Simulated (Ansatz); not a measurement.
Results of PBEsol (PAW; Ansatz, a first-principles code) for rock-salt LiI.

Run with plane-wave cutoff 520 eV, 10×10×10 k mesh, Fermi–Dirac smearing 0.01 eV, scalar-relativistic PAW data made under PBE.

Pressure at four volumes; x = ln(V/25.702 Å³). One pressure is withheld.

```json
[
 {"V (Å³/atom)": "24.160", "x": "-0.0619", "P (GPa)": "1.606"},
 {"V (Å³/atom)": "25.702", "x": "0.0000", "P (GPa)": "0.002"},
 {"V (Å³/atom)": "26.730", "x": "0.0392", "P (GPa)": "-0.809"},
 {"V (Å³/atom)": "27.244", "x": "0.0583", "P (GPa)": "?"}
]
```

Problem. Pass a parabola P(x) through the three rows shown, estimate the bulk modulus and its pressure derivative near zero pressure, and predict the withheld pressure.

Solution. Slopes between the rows: (0.002 − (1.606))/(0.0000 − (-0.0619)) = -25.91 and (-0.809 − (0.002))/(0.0392 − (0.0000)) = -20.69 GPa. Their difference over the span 0.1011 is c = 5.22/0.1011 = 51.6 GPa, so P(x) = 1.606 + (-25.91)(x − (-0.0619)) + 51.6 (x − (-0.0619))(x − (0.0000)). At the middle row B = −dP/dx = −[-25.91 + 51.6 × 0.0619] = 22.7 GPa, and B′ = dB/dP = 2c/B = 4.5. At x = 0.0583 the parabola gives -1.147 GPa; the run gives -1.152 GPa. The Birch–Murnaghan fit to the energies at all volumes has B0 = 22.6 GPa and B′ = 4.5.

Measured, for comparison: bulk modulus 24 GPa (0 K, extrapolated to 0 K; as tabulated in Doll and Stoll (1998), arXiv:cond-mat/9801031). Computed (rounded) less measured: bulk modulus -6 %.

Spin–orbit coupling is not included.
